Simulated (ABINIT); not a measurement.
# SnTe (Fm-3m) in ABINIT: notebook

The runs below take SnTe through single point, relaxation of cell and atoms, with PBE, PBEsol, AM05.

Everything below comes from runs of ABINIT 10.8.3 (patched build). Logs are shortened: lines on timing, memory, paths and dates and some standing lists are left out, and cuts for length are marked. The log counts tension as positive stress, the text compression.

**1. The crystal as given**

The structure is cubic, space group Fm-3m (No. 225). The conventional cell has a = 6.302 Å, b = 6.302 Å, c = 6.302 Å, α = 90.00°, β = 90.00°, γ = 90.00°. Te (site symmetry m-3m) has 6 Sn at 3.15 Å as nearest neighbours. Sn (site symmetry m-3m) is surrounded by 6 Te at 3.15 Å.

**2. Single point, PBE**

Contents of run.abi:

```
# Pseudopotentials
pp_dirpath "./"
pseudos "Te.upf, Sn.upf"

# Structure
acell 4.455974803 4.455974803 4.455974803 Angstrom
rprim
     0.0000000000     0.7071067812     0.7071067812
     0.7071067812     0.0000000000     0.7071067812
     0.7071067812     0.7071067812     0.0000000000
ntypat 2
znucl 52 50
natom 2
typat 1 2
xred
     0.5000000000     0.5000000000     0.5000000000
     0.0000000000     0.0000000000     0.0000000000

# Plane-wave basis
ecut 35.0

# k points
kptopt 1
ngkpt 5 5 5
nshiftk 1
shiftk 0.0 0.0 0.0

# Exchange and correlation
ixc 11

# Bands and occupations
nband 19
occopt 3
tsmear 0.05 eV

# SCF cycle
nstep 100
tolvrs 1.0e-10

# Output
iomode 3
prtwf 0
prtden 0
prteig 0
prtebands 0
enunit 2
```

Potentials or basis: PseudoDojo NC SR PBE v0.4.1 standard.

Command:

```sh
mpirun --bind-to none -np 4 abinit run.abi > log 2>&1
```

run.abo:

```text
.Version 10.8.3 of ABINIT
 Symmetries : space group Fm -3 m (#225); Bravais cF (face-center cubic)
================================================================================
 Values of the parameters that define the memory need of the present run
     intxc =       0    ionmov =       0      iscf =       7    lmnmax =       6
     lnmax =       6     mgfft =      48  mpssoang =       3    mqgrid =    3001
     natom =       2  nloc_mem =       1    nspden =       1   nspinor =       1
    nsppol =       1      nsym =      48    n1xccc =    2501    ntypat =       2
    occopt =       3   xclevel =       2
       mpw =        4193          nfft =      110592          nkpt =          10
================================================================================
================================================================================

--------------------------------------------------------------------------------
------------- Echo of variables that govern the present computation ------------
--------------------------------------------------------------------------------
 -outvars: echo values of preprocessed input variables --------
            acell      8.4205720016E+00  8.4205720016E+00  8.4205720016E+00 Bohr
              amu      1.27600000E+02  1.18710000E+02
             ecut      3.50000000E+01 Hartree
           enunit           2
              ixc          11
         kptrlatt        5    0    0      0    5    0      0    0    5
          kptrlen      4.21028600E+01
            natom           2
            nband          19
            ngfft          48      48      48
             nkpt          10
            nstep         100
             nsym          48
           ntypat           2
           occopt           3
           prtden           0
        prtebands           0
           prteig           0
            prtwf           0
            rprim      0.0000000000E+00  7.0710678120E-01  7.0710678120E-01
                       7.0710678120E-01  0.0000000000E+00  7.0710678120E-01
                       7.0710678120E-01  7.0710678120E-01  0.0000000000E+00
          spgroup         225
           tolvrs      1.00000000E-10
           tsmear      1.83746611E-03 Hartree
            typat      1  2
           xangst      3.1508500001E+00  3.1508500001E+00  3.1508500001E+00
                       0.0000000000E+00  0.0000000000E+00  0.0000000000E+00
            xcart      5.9542435639E+00  5.9542435639E+00  5.9542435639E+00
                       0.0000000000E+00  0.0000000000E+00  0.0000000000E+00
             xred      5.0000000000E-01  5.0000000000E-01  5.0000000000E-01
                       0.0000000000E+00  0.0000000000E+00  0.0000000000E+00
            znucl       52.00000   50.00000

================================================================================

 chkinp: Checking input parameters for consistency.

================================================================================
== DATASET  1 ==================================================================

--- !DatasetInfo
iteration_state: {dtset: 1, }
dimensions: {natom: 2, nkpt: 10, mband: 19, nsppol: 1, nspinor: 1, nspden: 1, mpw: 4193, }
cutoff_energies: {ecut:  35.0, pawecutdg:  -1.0, }
electrons: {nelect:   3.00000000E+01, charge:   0.00000000E+00, occopt:   3.00000000E+00, tsmear:   1.83746611E-03, }
meta: {optdriver: 0, ionmov: 0, optcell: 0, iscf: 7, paral_kgb: 0, }
...

 Exchange-correlation functional for the present dataset will be:
  GGA: Perdew-Burke-Ernzerhof functional - ixc=11
  J.P.Perdew, K.Burke, M.Ernzerhof, PRL 77, 3865 (1996)

 Real(R)+Recip(G) space primitive vectors, cartesian coordinates (Bohr,Bohr^-1):
 R(1)=  0.0000000  5.9542436  5.9542436  G(1)= -0.0839737  0.0839737  0.0839737
 R(2)=  5.9542436  0.0000000  5.9542436  G(2)=  0.0839737 -0.0839737  0.0839737
 R(3)=  5.9542436  5.9542436  0.0000000  G(3)=  0.0839737  0.0839737 -0.0839737
 Unit cell volume ucvol=  4.2219179E+02 bohr^3
 Angles (23,13,12)=  6.00000000E+01  6.00000000E+01  6.00000000E+01 degrees

 getcut: wavevector=  0.0000  0.0000  0.0000  ngfft=  48  48  48
         ecut(hartree)=     35.000   => boxcut(ratio)=   2.14043

--- Pseudopotential description ------------------------------------------------
- pspini: atom type   1  psp file is ./Te.upf
12 -101130 2 -1 1294                          pspcod,pspxc,lmax,lloc,mmax
     nproj     2     2     2

- pspini: atom type   2  psp file is ./Sn.upf
12 -101130 2 -1 1628                          pspcod,pspxc,lmax,lloc,mmax
     nproj     2     2     2

   2.08130891E+03                                ecore*ucvol(ha*bohr**3)
--------------------------------------------------------------------------------

================================================================================

--- !BeginCycle
iteration_state: {dtset: 1, }
solver: {iscf: 7, nstep: 100, nline: 4, wfoptalg: 0, }
tolerances: {tolvrs: 1.00E-10, }
...

     iter   Etot(hartree)      deltaE(h)  residm     vres2
 ETOT  1  -183.32117222754    -1.833E+02 3.812E-01 6.199E+01
 ETOT  2  -183.68357182512    -3.624E-01 5.471E-03 2.537E+01
 ETOT  3  -183.68655896077    -2.987E-03 7.004E-04 2.056E+00
 ETOT  4  -183.68679287849    -2.339E-04 2.818E-04 2.569E-02
 ETOT  5  -183.68679359767    -7.192E-07 2.801E-05 2.867E-03
 ETOT  6  -183.68679409498    -4.973E-07 1.210E-05 5.280E-05
 ETOT  7  -183.68679410036    -5.381E-09 1.240E-06 6.436E-07
 ETOT  8  -183.68679410043    -6.764E-11 5.533E-07 1.477E-07
 ETOT  9  -183.68679410045    -2.203E-11 6.274E-08 1.788E-09
 ETOT 10  -183.68679410045    -1.108E-12 2.911E-08 1.485E-12

 At SCF step   10       vres2   =  1.48E-12 < tolvrs=  1.00E-10 =>converged.

 Cartesian components of stress tensor (hartree/bohr^3)
  sigma(1 1)= -7.26151217E-05  sigma(3 2)=  0.00000000E+00
  sigma(2 2)= -7.26151217E-05  sigma(3 1)=  0.00000000E+00
  sigma(3 3)= -7.26151217E-05  sigma(2 1)=  0.00000000E+00

--- !ResultsGS
iteration_state: {dtset: 1, }
comment   : Summary of ground state results
lattice_vectors:
- [  0.0000000,   5.9542436,   5.9542436, ]
- [  5.9542436,   0.0000000,   5.9542436, ]
- [  5.9542436,   5.9542436,   0.0000000, ]
lattice_lengths: [   8.42057,    8.42057,    8.42057, ]
lattice_angles: [ 60.000,  60.000,  60.000, ] # degrees, (23, 13, 12)
lattice_volume:   4.2219179E+02
convergence: {deltae: -1.108E-12, res2:  1.485E-12, residm:  2.911E-08, diffor: null, }
etotal    :  -1.83686794E+02
entropy   :   0.00000000E+00
fermie    :   2.05608163E-01
cartesian_stress_tensor: # hartree/bohr^3
- [ -7.26151217E-05,   0.00000000E+00,   0.00000000E+00, ]
- [  0.00000000E+00,  -7.26151217E-05,   0.00000000E+00, ]
- [  0.00000000E+00,   0.00000000E+00,  -7.26151217E-05, ]
pressure_GPa:   2.1364E+00
xred      :
- [  5.0000E-01,   5.0000E-01,   5.0000E-01, Te]
- [  0.0000E+00,   0.0000E+00,   0.0000E+00, Sn]
cartesian_forces: # hartree/bohr
- [ -3.09136740E-31,   1.32487174E-31,   4.41623915E-32, ]
- [  3.09136740E-31,  -1.32487174E-31,  -4.41623915E-32, ]
force_length_stats: {min:   3.39217765E-31, max:   3.39217765E-31, mean:   3.39217765E-31, }
...

 Integrated electronic density in atomic spheres:
 ------------------------------------------------
 Atom  Sphere_radius  Integrated_density
    1        2.00000         11.91486350
    2        2.00000         10.51503088
================================================================================

 ----iterations are completed or convergence reached----

 Mean square residual over all n,k,spin=   21.661E-11; max=  29.113E-09
 reduced coordinates (array xred) for    2 atoms
       0.500000000000      0.500000000000      0.500000000000
       0.000000000000      0.000000000000      0.000000000000
 rms dE/dt=  1.7705E-30; max dE/dt=  2.1036E-30; dE/dt below (all hartree)
    1       0.000000000000      0.000000000000      0.000000000000
    2       0.000000000000     -0.000000000000     -0.000000000000

 cartesian coordinates (angstrom) at end:
    1      3.15085000005763     3.15085000005763     3.15085000005763
    2      0.00000000000000     0.00000000000000     0.00000000000000

 cartesian forces (hartree/bohr) at end:
    1     -0.00000000000000     0.00000000000000     0.00000000000000
    2      0.00000000000000    -0.00000000000000    -0.00000000000000
 frms,max,avg= 1.9584747E-31 3.0913674E-31   0.000E+00  0.000E+00  0.000E+00 h/b

 cartesian forces (eV/Angstrom) at end:
    1     -0.00000000000000     0.00000000000000     0.00000000000000
    2      0.00000000000000    -0.00000000000000    -0.00000000000000
 frms,max,avg= 1.0070882E-29 1.5896450E-29   0.000E+00  0.000E+00  0.000E+00 e/A
 length scales=  8.420572001616  8.420572001616  8.420572001616 bohr
              =  4.455974803000  4.455974803000  4.455974803000 angstroms
 Fermi (or HOMO) energy (hartree) =   0.20561   Average Vxc (hartree)=  -0.36463
 Eigenvalues (hartree) for nkpt=  10  k points:
 kpt#   1, nband= 19, wtk=  0.00800, kpt=  0.0000  0.0000  0.0000 (reduced coord)
  -1.16220   -1.16220   -1.16208   -1.16208   -1.16208   -0.60398   -0.60398   -0.60385
  -0.60385   -0.60385   -0.26910    0.02925    0.12307    0.12307    0.12307    0.32584
   0.32584    0.32584    0.37724
      occupation numbers for kpt#   1
   2.00000    2.00000    2.00000    2.00000    2.00000    2.00000    2.00000    2.00000
   2.00000    2.00000    2.00000    2.00000    2.00000    2.00000    2.00000    0.00000
   0.00000    0.00000    0.00000
 prteigrs : prtvol=0 or 1, do not print more k-points.

 Fermi (or HOMO) energy (eV) =   5.59488   Average Vxc (eV)=  -9.92199
 Eigenvalues (   eV  ) for nkpt=  10  k points:
 kpt#   1, nband= 19, wtk=  0.00800, kpt=  0.0000  0.0000  0.0000 (reduced coord)
 -31.62504  -31.62504  -31.62176  -31.62176  -31.62176  -16.43520  -16.43520  -16.43171
 -16.43171  -16.43171   -7.32262    0.79591    3.34884    3.34884    3.34884    8.86648
   8.86648    8.86648   10.26523
 prteigrs : prtvol=0 or 1, do not print more k-points.

--- !EnergyTerms
iteration_state     : {dtset: 1, }
comment             : Components of total free energy in Hartree
kinetic             :  1.03941146490914E+02
hartree             :  4.44198956745169E+01
xc                  : -4.66712273367227E+01
Ewald energy        : -1.07509793747125E+02
psp_core            :  4.92977115310066E+00
local_psp           : -1.30980745875903E+02
non_local_psp       : -5.18158389602055E+01
internal            : -1.83686792601425E+02
'-kT*entropy'       : -1.49902466232001E-06
total_energy        : -1.83686794100450E+02
total_energy_eV     : -4.99837230255332E+03
band_energy         : -1.76424140417722E+01
...

 Cartesian components of stress tensor (hartree/bohr^3)
  sigma(1 1)= -7.26151217E-05  sigma(3 2)=  0.00000000E+00
  sigma(2 2)= -7.26151217E-05  sigma(3 1)=  0.00000000E+00
  sigma(3 3)= -7.26151217E-05  sigma(2 1)=  0.00000000E+00

-Cartesian components of stress tensor (GPa)         [Pressure=  2.1364E+00 GPa]
- sigma(1 1)= -2.13641064E+00  sigma(3 2)=  0.00000000E+00
- sigma(2 2)= -2.13641064E+00  sigma(3 1)=  0.00000000E+00
- sigma(3 3)= -2.13641064E+00  sigma(2 1)=  0.00000000E+00

== END DATASET(S) ==============================================================
================================================================================

 -outvars: echo values of variables after computation  --------
            acell      8.4205720016E+00  8.4205720016E+00  8.4205720016E+00 Bohr
           etotal     -1.8368679410E+02
            fcart     -3.0913674017E-31  1.3248717436E-31  4.4162391453E-32
                       3.0913674017E-31 -1.3248717436E-31 -4.4162391453E-32
            rprim      0.0000000000E+00  7.0710678120E-01  7.0710678120E-01
                       7.0710678120E-01  0.0000000000E+00  7.0710678120E-01
                       7.0710678120E-01  7.0710678120E-01  0.0000000000E+00
           strten     -7.2615121730E-05 -7.2615121730E-05 -7.2615121730E-05
                       0.0000000000E+00  0.0000000000E+00  0.0000000000E+00
           xangst      3.1508500001E+00  3.1508500001E+00  3.1508500001E+00
                       0.0000000000E+00  0.0000000000E+00  0.0000000000E+00
             xred      5.0000000000E-01  5.0000000000E-01  5.0000000000E-01
                       0.0000000000E+00  0.0000000000E+00  0.0000000000E+00
 Calculation completed.
```

Wall time 12 s (4 MPI ranks of Arm Neoverse V1, shared host); peak memory 0.36 GiB.

Results:

```
Free energy                                           : -4998.3723 eV
Pressure                                              : 2.1 GPa
Valence electrons inside the program's atomic spheres : Te 11.91; Sn 10.52
```

Caveat: this odd mesh misses L, where the gap lies, so gap, dielectric constants and Born charges aren't listed. Spin-orbit coupling is left out, which matters for the levels of Te.

**3. Single point, PBEsol**

Contents of run.abi:

```
# Pseudopotentials
pp_dirpath "./"
pseudos "Te.upf, Sn.upf"

# Structure
acell 8.4205719959 8.4205719959 8.4205719959
rprim
     0.0000000000     0.7071067812     0.7071067812
     0.7071067812     0.0000000000     0.7071067812
     0.7071067812     0.7071067812     0.0000000000
ntypat 2
znucl 52 50
natom 2
typat 1 2
xcart
     3.1508500000     3.1508500000     3.1508500000
     0.0000000000     0.0000000000     0.0000000000 Angstrom

# Plane-wave basis
ecut 34.0

# k points
kptopt 1
ngkpt 5 5 5
nshiftk 1
shiftk 0.0 0.0 0.0

# Exchange and correlation
ixc -116133

# Bands and occupations
nband 19
occopt 3
tsmear 0.00183747

# SCF cycle
nstep 100
tolvrs 1.0e-10

# Output
iomode 3
prtwf 0
prtden 0
prteig 0
prtebands 0
enunit 2
prtvol 2
```

Potentials or basis: PseudoDojo NC SR PBEsol v0.4.1 standard.

Command:

```sh
mpirun --bind-to none -np 4 abinit run.abi > log 2>&1
```

It took 9.6 s on 4 MPI ranks of Arm Neoverse V2, shared host; peak memory 0.36 GiB.

It converged, with:

- Free energy: -4988.6754 eV
- Pressure: -0.7 GPa
- Valence electrons inside the program's atomic spheres: Te 11.91; Sn 10.51

Levels at points of the mesh, in eV from the Fermi level:
| k point | band 13 | band 14 | band 15 | band 16 | band 17 | band 18 |
| --- | --- | --- | --- | --- | --- | --- |
| (0.00, 0.00, 0.00) | -2.21 | -2.21 | -2.21 | 3.28 | 3.28 | 3.28 |

Caveat: the cutoff is short for stress, so the pressure is rough; this odd mesh misses L, where the gap lies, so gap, dielectric constants and Born charges aren't listed.

**4. Relaxation of cell and atoms, AM05**

Contents of run.abi:

```
# Pseudopotentials
pp_dirpath "./"
pseudos "Te.GGA_PBE-JTH.xml, Sn.GGA_PBE-JTH.xml"

# Structure
acell 8.4205719959 8.4205719959 8.4205719959
rprim
     0.0000000000     0.7071067812     0.7071067812
     0.7071067812     0.0000000000     0.7071067812
     0.7071067812     0.7071067812     0.0000000000
ntypat 2
znucl 52 50
natom 2
typat 1 2
chkprim 0
chksymtnons 0
tolsym 1.0e-6
xred
            1/2            1/2            1/2
            0.0            0.0            0.0

# Plane-wave basis
ecut 22.0
pawecutdg 44.0
pawxcdev 0
ecutsm 0.5

# k points
kptopt 1
ngkpt 5 5 5
nshiftk 1
shiftk 0.0 0.0 0.0

# Exchange and correlation
ixc -120135

# Bands and occupations
nband 14
occopt 3
tsmear 0.00183747

# SCF cycle
nstep 80
tolvrs 1.0e-10

# Output
iomode 3
prteig 0
prtebands 0
prtwf 0
prtden 0

# Relaxation
ionmov 2
optcell 2
ntime 50
tolmxf 2.0e-5
dilatmx 1.08
```

Potentials or basis: JTH PAW PBE v2.0.

Command:

```sh
mpirun --bind-to none -np 4 abinit run.abi > log 2>&1
```

It took 20 s on 4 MPI ranks of Arm Neoverse V2, shared host; peak memory 0.56 GiB.

It converged, with:

| Quantity | Value |
| --- | --- |
| Free energy | -2123.8021 eV |
| Relaxed volume | 31.21 Å³/atom |
| Relaxed cell | a = 4.452 Å, b = 4.452 Å, c = 4.452 Å, α = 60.00°, β = 60.00°, γ = 60.00° |
| Space group after relaxing (to 0.05 Å) | Fm-3m (No. 225) |
| Energy gained by relaxing | 0.0 meV/atom |
| Ionic steps | 3 |
| Pressure after relaxing | 0.0 GPa |

Final structure:
```
Te Sn
1.0
     0.00000    3.14833    3.14833
     3.14833    0.00000    3.14833
     3.14833    3.14833    0.00000
Te Sn
1 1
Direct
  0.50000 0.50000 0.50000
  0.00000 0.00000 0.00000
```

Caveat: this odd mesh misses L, where the gap lies, so gap, dielectric constants and Born charges aren't listed; the PAW data sets were made with another functional, which shifts forces and pressure a little.

**5. Overview**

```tsv
task	level	potentials or basis	cell	cutoff (eV)	cell freedom (optcell)	optimiser (ionmov)	cutoff smearing ecutsm (Ha)	force stop (Ha/bohr)	fine-grid cutoff	pressure (GPa)
single point	PBE	PseudoDojo NC SR PBE v0.4.1 standard	as given	952	-	-	-	-	-	2.1
single point	PBEsol	PseudoDojo NC SR PBEsol v0.4.1 standard	as given	925	-	-	-	-	-	-0.7
relaxation of cell and atoms	AM05	JTH PAW PBE v2.0	relaxed	599	2	2	0.5	2e-05	1197.3 eV	0.0
```

Alike in all rows: no spin polarisation; k mesh 5 × 5 × 5; smearing fermi-dirac 0.05 eV.

Caveats: the cutoff is short for stress, so the pressure is rough (some runs); the PAW data sets were made with another functional, which shifts forces and pressure a little (some runs).

Absolute energies hang on the potentials; compare differences alone.
